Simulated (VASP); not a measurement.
A run of VASP 6.6.1 is set up as follows.

INCAR

```
PREC     = Accurate       # precision mode
ENCUT    = 520            # plane-wave cutoff, eV
EDIFF    = 1E-7           # SCF threshold, eV
ISMEAR   = 1              # smearing method
SIGMA    = 0.1            # smearing width, eV
LREAL    = False          # projectors in reciprocal space
LASPH    = True           # aspherical terms in the spheres
NELM     = 80             # most SCF steps
ALGO     = Fast           # electronic algorithm
ISIF     = 2              # what is computed and relaxed
LWAVE    = False          # write WAVECAR
LCHARG   = False          # write CHGCAR
LMAXMIX  = 4              # l up to which the mixer works
GGA      = CA             # functional
KPAR     = 4
```

The input KPOINTS:

```
regular mesh
0
Gamma
  12 12 7
```

Contents of POSCAR:

```
Te2Pt                                   
1.0
    4.0505954752     -0.0000000000      0.0000000000
   -2.0252977376      3.5079185821     -0.0000000000
    0.0000000000      0.0000000000      5.0784468825
  Te              Pt            
     2     1
Direct
     0.3333333332999970    0.6666666667000030    0.2677311645171889
     0.6666666667000030    0.3333333332999970    0.7322688354828112
     0.0000000000000000    0.0000000000000000    0.0000000000000000
```

Contents of KPOINTS_OPT:

```
explicit points
258
Reciprocal
 0.0000000000  0.0000000000  0.0000000000 1
 0.0263157895  0.0000000000  0.0000000000 1
 0.0526315789  0.0000000000  0.0000000000 1
 0.0789473684  0.0000000000  0.0000000000 1
 0.1052631579  0.0000000000  0.0000000000 1
 0.1315789474  0.0000000000  0.0000000000 1
[... 250 lines left out ...]
 0.5000000000  0.0000000000  0.0289717700 1
 0.5000000000  0.0000000000 -0.0289717700 1
```

Potentials or basis: VASP PAW LDA potentials, release 64 (Te, Pt).

Command:

```console
$ cat potpaw_LDA.64/Te/POTCAR potpaw_LDA.64/Pt/POTCAR > POTCAR
$ mpirun -np 4 vasp_std > vasp.out
```

Question: Estimate the largest force.

Answer: 0.301 eV/Å.

Question: Predict the pressure.

Answer: -2.4 GPa.

Stress tensor (GPa, compression positive):
```
-2.63  0.00  0.00
 0.00 -2.63  0.00
 0.00  0.00 -1.84
```
